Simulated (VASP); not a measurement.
# ZnSe in VASP 6.6.1, single-point calculation

INCAR

```
EDIFF = 1E-7
NELM = 120
SIGMA = 0.02
NSW = 0
PREC = Accurate
NBANDS = 16
LWAVE = .FALSE.
LASPH = .TRUE.
LCHARG = .FALSE.
ISIF = 2
ENCUT = 250
GGA = PE
AMIX = 0.1
LREAL = .FALSE.
ISMEAR = -1
IBRION = -1
```

KPOINTS

```
KPOINTS created by Atomic Simulation Environment
0
Monkhorst-Pack
8 8 8
0 0 0
```

POSCAR

```
Zn Se
 1.0000000000000000
     0.0000000000000000    2.7474480638999998    2.9296683481999999
     2.7474480638999998    0.0000000000000000    2.9296683481999999
     2.7474480638999998    2.7474480638999998    0.0000000000000000
 Zn  Se
   1   1
Cartesian
  0.0000000000000000  0.0000000000000000  0.0000000000000000
  1.3737240319499997  1.3737240319499997  1.4648341740999997
```

The recommended PBE PAW datasets give the neutral cell 18 valence electrons.

Command

```
mpirun -np 1 vasp_std
```

Problem. How does this run end, and what does it give?

Solution. It converged. Results: gap between bands v and c on the k mesh 1.74 eV; least direct gap on the k mesh 1.74 eV; pressure 0.9 GPa. Band v is the last that the valence electrons fill when counted band by band, and c is the next.

OSZICAR

```
N       E                     dE             d eps       ncg     rms          rms(c)
DAV:   1     0.594126121290E+02    0.59413E+02   -0.57847E+03  4624   0.740E+02
DAV:   2    -0.358662827090E+01   -0.62999E+02   -0.60353E+02  5592   0.175E+02
DAV:   3    -0.624622441915E+01   -0.26596E+01   -0.26563E+01  5360   0.393E+01
DAV:   4    -0.625810587411E+01   -0.11881E-01   -0.11881E-01  6064   0.281E+00
DAV:   5    -0.625815098702E+01   -0.45113E-04   -0.45113E-04  5352   0.150E-01    0.479E+00
DAV:   6    -0.612813213759E+01    0.13002E+00   -0.49066E-02  6896   0.650E+00    0.441E+00
DAV:   7    -0.596149665856E+01    0.16664E+00   -0.50804E-01  7040   0.187E+01    0.317E+00
DAV:   8    -0.596089700400E+01    0.59965E-03   -0.13076E-01  5112   0.369E+00    0.120E+00
DAV:   9    -0.596043209273E+01    0.46491E-03   -0.14611E-02  5848   0.272E+00    0.504E-01
DAV:  10    -0.595843321020E+01    0.19989E-02   -0.72864E-03  5552   0.170E+00    0.885E-02
DAV:  11    -0.595834097968E+01    0.92231E-04   -0.63163E-04  5856   0.202E-01    0.554E-02
DAV:  12    -0.595837300143E+01   -0.32022E-04   -0.48189E-05  5952   0.132E-01    0.522E-02
DAV:  13    -0.595836422321E+01    0.87782E-05   -0.17857E-04  5688   0.239E-01    0.217E-02
DAV:  14    -0.595836480095E+01   -0.57775E-06   -0.69997E-06  5120   0.324E-02    0.426E-03
DAV:  15    -0.595836481855E+01   -0.17597E-07   -0.20552E-07  5952   0.337E-03
   1 F= -.59583648E+01 E0= -.59583648E+01  d E =-.247081E-10
```

These settings aren't sound, so the numbers aren't properties of the crystal. The shifted mesh misses Γ, so a band edge there is missed.

On sound settings PBE gives a gap of 1.30 eV on its mesh and a pressure of 4.3 GPa for the intended cell.
